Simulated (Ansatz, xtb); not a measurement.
**C5H12: 3 structures ranked**

3 gas-phase structures of C5H12, from a drawn sample of its isomers (lower ones may exist). Each was relaxed with GFN2-xTB; where two conformers were screened, the lower at r2SCAN-D4/def2-SVP is listed:

A. `CCCCC`, a singlet
B. `CC(C)(C)C`, a singlet
C. `CCC(C)C`, a singlet

Q: Make a reasoned guess at their ranking by r2SCAN-D4/def2-SVP single-point energy.

A: Calculated order at r2SCAN-D4/def2-SVP: B (0.000), C (0.105), A (0.136) eV. Less than 1 kcal/mol parts C and A, so the order within that pair means little.

Energies above the lowest of each column, in eV; the last columns are at PBE-D3(BJ)/def2-SVP geometries:

```tsv
structure	GFN2-xTB	HF/STO-3G	r2SCAN-D4/def2-SVP	PBE-D3(BJ)/def2-SVP	CCSD(T)/def2-SVP + ΔMP2/def2-TZVPP
B	0.000	0.004	0.000	0.000	0.000
C	0.135	0.043	0.105	0.069	0.142
A	0.168	0.000	0.136	0.089	0.192
```

Every level run on B puts it lowest or level with the lowest. Flexible structures stand in one conformer each, not always the lowest. ΔMP2 is the change of the MP2 energy from the smaller to the larger basis.

Programs: Ansatz 0.2.0, xtb 6.7.1.
